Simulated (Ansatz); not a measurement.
# LDA, PBE, PBEsol and r²SCAN on La

```xyz
2
Lattice="3.7500 0.0000 0.0000 -1.8750 3.2476 0.0000 0.0000 0.0000 6.0700" Properties=species:S:1:pos:R:3 pbc="T T T"
La    0.0000    2.1651    1.5175
La    1.8750    1.0825    4.5525
```

Atom numbers follow the list: La1, La2.

The cell is COD entry 9008503, as deposited and not checked against the literature; nothing was relaxed. It differs from other determinations.

No spin–orbit coupling, which matters for the heavy atoms here.

One fixed cell is solved with several functionals by frozen-core PAW in Ansatz 0.2.0, scalar-relativistically. A positive pressure means that the functional wants a larger cell.

The PAW files were made with PBE; their cores are remade for each functional.

The runs use a Γ-centred 11×11×6 k mesh, Fermi–Dirac smearing of 0.05 eV, cutoff 420 eV, no spin polarisation.

Cutoffs: PBE 420 eV, LDA 420 eV, PBEsol 420 eV, r²SCAN 500 eV.

One of the runs gave P (GPa) = 0.44, lowest level at Γ above −25 eV, from the valence-band top or, without a gap, the Fermi level (eV) = -17.21. Which setting was it?
A. PBEsol
B. LDA
C. PBE
D. r²SCAN

C. The full set:
| setting | P (GPa) | lowest level at Γ above −25 eV, from the valence-band top or, without a gap, the Fermi level (eV) |
| --- | --- | --- |
| PBE | 0.44 | -17.21 |
| LDA | -3.03 | -17.18 |
| PBEsol | -1.70 | -17.17 |
| r²SCAN | 0.59 | -18.00 |
